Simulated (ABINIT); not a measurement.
Runs of ABINIT 10.8.3 (patched build) on Au. It takes space group Fm-3m (No. 225, cubic). Conventional cell: a = 4.070 Å, b = 4.070 Å, c = 4.070 Å, α = 90.00°, β = 90.00°, γ = 90.00°. Au (site symmetry m-3m) is surrounded by 12 Au at 2.88 Å. 

```csv
task,level,potentials or basis,k mesh,cutoff (eV),fine-grid cutoff,gap on the mesh (eV),pressure (GPa),V0 of scaled cells (Å³/atom),B0 (GPa)
single point,PBEsol,JTH PAW PBE v2.0,14 × 14 × 14,680,1278.94 eV,none,2.3,-,-
equation of state,PBEsol,JTH PAW PBE v2.0,11 × 11 × 11,680,1278.94 eV,-,-,17.07,(a)
band structure,r2SCAN,JTH PAW PBE v2.0,11 × 11 × 11,816,1414.99 eV,none,7.5,-,-
equation of state,LDA-Teter,JTH PAW LDA v2.0,11 × 11 × 11,680,1278.94 eV,-,-,(b),195
```

Alike in all rows: no spin polarisation; cell as given; smearing fermi-dirac 0.05 eV.

**Question.** Estimate the missing entries.

**Answer.** (a) 176; (b) 16.61.

Caveats: the PAW data sets were made with another functional, which shifts forces and pressure a little (some runs); pressures at fixed basis lie under the slope of the energies (some runs); spin-orbit coupling is left out, which moves the levels of the heavy elements (some runs).

A k mesh can miss the band edges, and the runs leave out spin-orbit coupling on Au.

A gap of «none» marks a metal or a gap under the smearing width.

Runs at the PBE level aren't shown here.
